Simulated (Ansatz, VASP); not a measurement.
## As: VASP beside Ansatz

The input INCAR:

```
PREC     = Accurate       # precision mode
ENCUT    = 520            # plane-wave cutoff, eV
EDIFF    = 1E-6           # SCF threshold, eV
ISMEAR   = -1             # smearing method
SIGMA    = 0.1            # smearing width, eV
LREAL    = F              # projectors in reciprocal space
LASPH    = T              # aspherical terms in the spheres
NELM     = 80             # most SCF steps
ALGO     = Normal         # electronic algorithm
ISIF     = 2              # what is computed and relaxed
LWAVE    = F              # write WAVECAR
LCHARG   = F              # write CHGCAR
GGA      = PS             # functional
NBANDS   = 8              # bands
```

Contents of KPOINTS:

```
regular mesh
0
Gamma
  15 15 15
```

POSCAR

```
As
1.0
    0.0000000000      2.0687095475      2.0687095475
    2.0687095475      0.0000000000      2.0687095475
    2.0687095475      2.0687095475      0.0000000000
As
1
Direct
    0.0000000000      0.0000000000      0.0000000000
```

Input for Ansatz:

```yaml
crystal:
  lattice:
    - [0.0, 2.0687095475, 2.0687095475]
    - [2.0687095475, 0.0, 2.0687095475]
    - [2.0687095475, 2.0687095475, 0.0]
  atoms:
    - { symbol: As, position: [0.0, 0.0, 0.0] }
hamiltonian:
  xc: pbesol
  pseudopotentials:
    kind: paw
    azcp:
      As: "pseudopotentials/As.paw.azcp"
basis:
  ecutwfc: 420
  fft_grid_basis: typed
kpoints:
  mp_grid: { grid: [15, 15, 15], shift: [0, 0, 0] }
magnetization:
  spin_polarized: false
scf:
  occupations: { method: fermi_dirac, width: 0.1 }
  lower_state_search: "off"
output:
  stress: true
  write_density: true
  write_potential: true
  elf: true
  volumetric_format: npy
```

Alike in both runs: task single point; functional PBEsol; k mesh 15 × 15 × 15; occupations fermi-dirac, width 0.1 eV; no spin polarisation.

|  | VASP | Ansatz |
| --- | --- | --- |
| version | VASP 6.6.1 | Ansatz 0.2.0 |
| potentials or method | VASP PAW PBE potentials, release 64 (As) | plane waves (420 eV) with PAW, scalar-relativistic |
| plane-wave cutoff (eV) | 520 | 420 |
| valence electrons in the cell | 5 | 15 |

|  | VASP | Ansatz | Ansatz less VASP |
| --- | --- | --- | --- |
| pressure (GPa) | 4.4 | 4.1 | -0.28 |

The two sets of potentials don't hold the same shells in valence. Ansatz warned: «pseudo_functional_mismatch».

Caveats: the PAW data sets were made with another functional, which shifts forces and pressure a little (VASP).
